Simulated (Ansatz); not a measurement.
## ZrC under strains and displacements

Theory: Ansatz, DFT PBE, scalar-relativistic, plane waves, PAW.

Cutoff 420 eV; k points 14×14×14 on the computed 2-atom cell (Γ-centred); Gaussian smearing, width 0.10 eV; no spin polarisation.

Reference cell:

```
CELL_PARAMETERS angstrom
0.00000 2.35021 2.35021
2.35021 0.00000 2.35021
2.35021 2.35021 0.00000
ATOMIC_POSITIONS crystal
Zr 0.50000 0.50000 0.50000
C 0.00000 0.00000 0.00000
```

Each variant moves atoms of this cell by the vectors given, if any (Å), and then applies a symmetric strain (tensor components, Cartesian axes). The reference cell isn't relaxed at this level. Energies are per atom at zero smearing, counted from the lowest variant. Pressure is positive in compression.

1. strain (xx yy zz yz xz xy, %) -3.40 -3.40 2.60 0.00 0.00 0.00
2. strain (xx yy zz yz xz xy, %) 3.72 4.35 3.72 -0.64 2.00 0.64; moves: Zr1 (-0.012, -0.025, 0.012); C2 (0.012, 0.025, -0.012)
3. strain (xx yy zz yz xz xy, %) -2.77 -1.55 -1.55 -2.00 0.00 0.00; moves: Zr1 (0.000, 0.021, -0.021); C2 (0.000, -0.021, 0.021)
4. no strain; moves: Zr1 (0.225, 0.000, 0.000)
5. no strain; moves: Zr1 (0.034, -0.003, 0.083)
6. strain (xx yy zz yz xz xy, %) -0.37 8.63 -0.37 0.00 0.00 0.00
7. strain (xx yy zz yz xz xy, %) -1.11 0.39 0.39 0.00 0.00 0.00
8. strain (xx yy zz yz xz xy, %) -3.93 -3.51 -3.93 -0.10 -0.08 -0.50; moves: Zr1 (-0.160, -0.180, 0.066); C2 (0.160, 0.180, -0.066)
9. strain (xx yy zz yz xz xy, %) 1.82 1.92 1.12 0.23 -0.08 0.28; moves: Zr1 (-0.048, 0.031, -0.018); C2 (0.048, -0.031, 0.018)
10. strain (xx yy zz yz xz xy, %) 3.04 -2.96 -2.96 0.00 0.00 0.00
11. strain (xx yy zz yz xz xy, %) 1.37 -4.63 -4.63 2.53 0.00 0.00; moves: Zr1 (0.000, 0.042, -0.042); C2 (0.000, -0.042, 0.042)
12. strain (xx yy zz yz xz xy, %) 0.18 0.18 1.68 0.00 0.00 0.00; moves: Zr1 (0.000, 0.000, 0.100); C2 (0.000, 0.000, -0.100)

```csv
result,ΔE (meV/atom),P (GPa),largest force (eV/Å),gap on mesh (eV)
A,46.3,10.06,0.00,0
B,58.9,13.59,0.00,0
C,754.7,56.91,5.50,0.38
D,89.8,5.34,1.84,0
E,33.2,-7.72,0.61,0
F,58.7,-0.33,1.26,0
G,56.9,16.88,0.52,0
H,11.2,1.82,0.61,0
I,169.7,26.26,1.28,0
J,113.4,-19.25,0.23,0
K,0.0,2.06,0.00,0
L,89.7,-10.77,0.00,0
```

(1) Which variant gave which result?

Results:

(1) A is 10, B is 1, C is 8, D is 4, E is 9, F is 12, G is 3, H is 5, I is 11, J is 2, K is 7, L is 6.